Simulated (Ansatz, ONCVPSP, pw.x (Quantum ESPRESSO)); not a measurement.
**Mo (fcc): variants of one ONCV potential in the solid**

- Element: Mo
- Generator: ONCVPSP 4.0.1.1 (patched build)
- Type: optimised norm-conserving Vanderbilt (ONCV)
- Functional: PBE
- Relativity: scalar-relativistic
- Frozen core: [Ar] 3d10
- Valence charge: 14
- Reference configuration: 4s2 4p6 4d5 5s1
- Partial waves: 4s+5s: rc 1.70 bohr, ncon 4, nbas 7, qcut 7.9 1/bohr, 2 projectors; 4p: rc 1.45 bohr, ncon 5, nbas 8, qcut 11.1 1/bohr, 2 projectors, debl 2.1 Ha; 4d: rc 2.70 bohr, ncon 4, nbas 9, qcut 6.2 1/bohr, 2 projectors, debl 3 Ha
- Local potential: polynomial inside 0.90 bohr (lpopt 1, dvloc0 6 Ha)
- Core correction: none

Crystal test: fcc Mo in pw.x 7.5, no spin, 14³ k-points, Fermi–Dirac smearing 0.01 Ry, cutoffs set for each file from its atomic test. The reference is all-electron LAPW (Ansatz 0.2.0) with the same functional, mesh and smearing; V0 and B0 come from Birch–Murnaghan fits to the pressures at five volumes. Errors are pseudo minus all-electron; Δ is the rms difference of the E(V) curves that follow from these fits, minima aligned, over ±6 % about the mean V0. Mesh and smearing are coarse, so the numbers serve the comparison and aren't converged zero-temperature values; the lattice is a test structure that the element need not adopt.

All-electron: a0 = 4.005 Å (V0 = 16.06 Å³/atom), B0 = 235.3 GPa.

| change | cutoffs (Ry) | pw.x | a0 (Å) | a0 error (%) | B0 error (%) | Δ (meV/atom) | mean pressure error (GPa) |
| --- | --- | --- | --- | --- | --- | --- | --- |
| base | 110/440 | converged | 4.011 | +0.15 | -0.7 | 3.7 | +1.05 |
| local potential polynomial inside 1.10 bohr (lpopt 1, dvloc0 6 Ha) | 110/440 | converged | 4.012 | +0.19 | -0.7 | 4.7 | +1.36 |
| reference 4s2 4p6 4d3; wave 4s+5s: rc 1.70 bohr, ncon 4, nbas 7, qcut 7.9 1/bohr, 2 projectors becomes 4s: rc 1.70 bohr, ncon 4, nbas 7, qcut 7.9 1/bohr, 2 projectors, debl 2.8 Ha | 110/440 | converged; energies reset by the program | 4.001 | -0.09 | -1.3 | 2.4 | -0.69 |
| p: nbas 10 | 105/420 | converged | 4.011 | +0.14 | -0.7 | 3.5 | +1.02 |
| p: ncon 3, nbas 6 | 100/400 | converged | 4.011 | +0.16 | -0.9 | 4.0 | +1.14 |

Problem. Give the row for: local potential polynomial inside 1.25 bohr (lpopt 5, dvloc0 4 Ha).

Solution. pw.x: converged; mean pressure error (GPa): -3.91; a0 (Å): 3.982; a0 error (%): -0.56; B0 error (%): +1.0; Δ (meV/atom): 13.8.
